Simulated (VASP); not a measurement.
GaAs: relaxation of cell and atoms with rev-vdW-DF2

Crystal: GaAs.

```
As Ga
1.0
     0.00000    2.82685    2.82685
     2.82685    0.00000    2.82685
     2.82685    2.82685    0.00000
As Ga
1 1
Direct
  0.75000 0.75000 0.75000
  0.00000 0.00000 0.00000
```

```json
{"Program": "VASP 6.6.1", "Task": "relaxation of cell and atoms", "Functional": "rev-vdW-DF2", "Potentials or basis": "VASP PAW PBE potentials, release 64 (As, Ga_d)", "Cutoff": "600 eV", "k mesh": "8 × 8 × 8", "Occupations": "fermi-dirac, width 0.05 eV", "Spin": "no spin polarisation", "Further INCAR settings": "ALGO = Normal; EDIFF = 1e-06; IBRION = 2; EDIFFG = -0.005; NSW = 40; ISIF = 3"}
```

The relaxed volume is 23.34 Å³/atom. The relaxed cell is a = 4.042 Å, b = 4.042 Å, c = 4.042 Å, α = 60.00°, β = 60.00°, γ = 60.00° and the space group after relaxing (to 0.05 Å) is F-43m (No. 216). The energy gained by relaxing is 5.0 meV/atom and the ionic steps are 6. The pressure after relaxing is 0.0 GPa and the band gap on the k mesh is 0.15 eV, direct.

The path:
| step | energy change (eV) | largest force (eV/Å) | pressure (GPa) | volume (Å³) |
| --- | --- | --- | --- | --- |
| 1 | 0.0000 | 0.0000 | 2.20 | 45.18 |
| 2 | -0.0087 | 0.0000 | -0.71 | 47.24 |
| 3 | -0.0099 | 0.0000 | 0.08 | 46.68 |
| 4 | -0.0099 | 0.0000 | -0.11 | 46.73 |
| 5 | -0.0099 | 0.0000 | 0.07 | 46.63 |
| 6 | -0.0099 | 0.0000 | -0.03 | 46.68 |

Final structure:
```yaml
crystal:
  lattice:
    - [0.00000, 2.85780, 2.85780]
    - [2.85780, 0.00000, 2.85780]
    - [2.85780, 2.85780, 0.00000]
  atoms:
    - { symbol: As, position: [0.75000, 0.75000, 0.75000] }
    - { symbol: Ga, position: [0.00000, 0.00000, 0.00000] }
```

Levels at points of the mesh, in eV from the valence-band top:
```csv
k point,band 5,band 6,band 7,band 8,band 9,band 10,band 11,band 12,band 13
"(0.00, 0.00, 0.00)",-14.77,-12.53,0.00,0.00,0.00,0.15,3.68,3.68,3.68
"(0.50, 0.00, 0.00)",-14.76,-10.86,-6.50,-1.10,-1.10,0.83,4.59,4.59,7.63
"(0.50, 0.50, 0.00)",-14.75,-10.17,-6.71,-2.57,-2.57,1.46,1.61,9.83,9.83
```

It took 2.4 min on 1 thread of Intel(R) Xeon(R) 6975P-C (Granite Rapids) (shared host), peak memory 0.4 GiB.

Caveat: the PAW data sets were made with another functional, which shifts forces and pressure a little. Zero-point motion and thermal expansion aren't in these numbers.
